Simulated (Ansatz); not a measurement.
# Property card for TlCl

All numbers below come from DFT PBE+D3(BJ), scalar-relativistic, plane waves, PAW (Ansatz).

Plane waves to 420 eV, a k mesh through Γ of 8×8×8 on the computed 2-atom cell and Gaussian smearing (0.02 eV); no spin polarisation.

The structure is relaxed at this level of theory with its symmetry kept.

The structure is cubic, space group Pm-3m (No. 221). Conventional cell: a = 3.918 Å, b = 3.918 Å, c = 3.918 Å, α = 90.00°, β = 90.00°, γ = 90.00°. Around Tl (site symmetry m-3m) lie 8 Cl at 3.39 Å. Cl (site symmetry m-3m) is surrounded by 8 Tl at 3.39 Å.

```
Volume per atom                                                                                                                             : 30.06 Å³
Kohn–Sham band gap                                                                                                                          : 2.23 eV, direct at X
Löwdin character of the top 1 eV of the valence band                                                                                        : Cl 3p 83 %, Tl 6s 14 %
Löwdin character of the lowest 1 eV of the conduction band                                                                                  : Tl 6p 82 %, Cl 3p 7 %
Electron masses at the edge by Cartesian direction of the standard setting (m_e; degenerate bands sorted by energy; no spin-orbit coupling) : x: 0.32; y: 0.32; z: 0.19
Hole masses at the edge by Cartesian direction of the standard setting (m_e; degenerate bands sorted by energy; no spin-orbit coupling)     : x: 0.65; y: 0.65; z: 0.32
Electronic dielectric constant xx, yy, zz of the standard setting (independent particles)                                                   : 5.5, 5.5, 5.5
Bader charges (e)                                                                                                                           : Tl (1 in the cell) 0.72, Cl (1 in the cell) -0.72
```

Spin-orbit coupling is left out, which matters for the bands of heavy elements. An atom lies near a switch of its D3 coefficient C6 between reference coordination numbers, so the dispersion energy changes steeply there and can make or shift the minimum.